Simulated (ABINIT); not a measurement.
Runs of ABINIT 10.8.3 (patched build) on Sb. It takes space group R-3m (No. 166, trigonal). Conventional cell: a = 4.308 Å, b = 4.308 Å, c = 11.274 Å, α = 90.00°, β = 90.00°, γ = 120.00°. Sb (site symmetry 3m) has 3 Sb at 2.91 Å as nearest neighbours. 

```csv
task,level,potentials or basis,cell,k mesh,cutoff (eV),cell freedom (optcell),cutoff smearing ecutsm (Ha),optimiser (ionmov),force stop (Ha/bohr),fine-grid cutoff,gap on the mesh (eV),pressure (GPa),largest force (eV/Å)
relaxation of cell and atoms,PBEsol,JTH PAW PBE v2.0,relaxed,8 × 8 × 8,435,2,0.5,22,0.0002,870.764 eV,none,0.0,0.01
single point,r2SCAN,Ansatz NC r2SCAN,as given,6 × 6 × 6,1469,-,-,-,-,-,none,1.7,0.10
single point,r2SCAN,"Ansatz PAW PBE default generated set, frozen core",as given,6 × 6 × 6,490,-,-,-,-,979.61 eV,none,1.7,0.09
single point,r2SCAN,SG15 NC PBE v1.2,as given,6 × 6 × 6,980,-,-,-,-,-,none,(b),(a)
single point,PBEsol,PseudoDojo NC SR PBEsol v0.4.1 standard,as given,8 × 8 × 8,1088,-,-,-,-,-,none,0.0,0.12
```

Alike in all rows: no spin polarisation; smearing fermi-dirac 0.05 eV.

Q: Fill in the values left out.

A: (a) 0.23; (b) 0.3.

Caveats: the PAW data sets were made with another functional, which shifts forces and pressure a little (some runs); the potentials were made for another functional, which shifts forces and pressure (some runs).

A k mesh can miss the band edges, and the runs leave out spin-orbit coupling on Sb.

A gap of «none» marks a metal or a gap under the smearing width.
